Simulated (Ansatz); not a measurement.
**Rh: pressure against volume**

Rh, Fm-3m, a = 3.830 Å. Ansatz: PBE, PAW, 420 eV, Γ-centred 18×18×18 mesh on 1 atom, Gaussian smearing 0.10 eV; no spin polarisation. Symmetry fixes shape and atoms, so the cell is only scaled; pressure is positive in compression.

| V (Å³/atom) | P (GPa) |
| --- | --- |
| 13.203 | 18.67 |
| 13.624 | 8.47 |
| 14.045 | -0.01 |
| 14.467 | -7.05 |
| 14.888 | ? |

**Question.** Take V0 = 14.045 Å³/atom, count pressures from its P0 = -0.01 GPa, fit the third-order Birch–Murnaghan form to the other rows, and predict the missing pressure.

**Answer.** With the Eulerian strain f = ½[(V0/V)^(2/3) − 1] and y = (P − P0)/[3f(1 + 2f)^(5/2)], the form is the line y = B0 + 1.5 B0 (B0′ − 4) f. Rows (f, y): 0.02104, 267.0; 0.01025, 262.1; -0.00977, 252.3. Means f = 0.007173, y = 260.47; Σ(Δf)² = 0.0004888, ΣΔfΔy = 0.2340; the slope is their ratio. y = 257.0 + 478.7 f GPa, so B0 = 257.0 GPa and B0′ = 4 + 2 × (478.7)/(3 × 257.0) = 5.24. At V = 14.888, f = -0.01906, y = 247.88 and P = -12.87 GPa. The run gave -12.89 GPa, so the fit is 0.02 GPa too high, a small miss on the scale of the series. The form still works here, 33 % of the fitted range beyond its end.